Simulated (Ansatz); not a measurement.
## Mg under changes of volume

One of the cells (23.237 Å³/atom); the others are scaled copies at fixed shape and fractional positions:

```
CELL_PARAMETERS angstrom
3.20930 0.00000 0.00000
-1.60465 2.77934 0.00000
0.00000 0.00000 5.21030
ATOMIC_POSITIONS crystal
Mg 0.66667 0.33333 0.75000
Mg 0.33333 0.66667 0.25000
```

```yaml
Program: Ansatz 0.2.0
Functional: PBE
Potentials_or_basis: all-electron LAPW, scalar-relativistic
Cutoff: 116 eV (chosen from the basis error)
Basis_error_allowed: 0.0005 eV/atom
k_mesh: 10 × 10 × 5
Occupations: fermi-dirac, width 0.05 eV
Spin: no spin polarisation
```

```csv
volume (Å³/atom),energy over the lowest point (meV/atom),pressure (GPa)
21.843,6.38,2.0
22.308,1.99,1.1
22.772,0.00,0.3
23.237,0.16,-0.4
23.702,?,?
24.167,6.16,-1.6
24.631,11.63,-2.1
```

Task: What does the run at 23.702 Å³/atom give?

Result: Energy over the lowest point 2.28 meV/atom; pressure -1.0 GPa.

Worked out: A Birch-Murnaghan fit of order 3 (a polynomial in V^(-2/3)) to the other rows has its minimum at 22.97 Å³/atom with B0 = V·E''(V) = 35 GPa and B' = 4.0 at fixed shape and positions, which overstates the stiffness. It gives 2.28 meV/atom at 23.702 Å³/atom, against the run's 2.28, and -dE/dV = -1.0 GPa, against -1.0.

Energies are extrapolated to zero smearing.
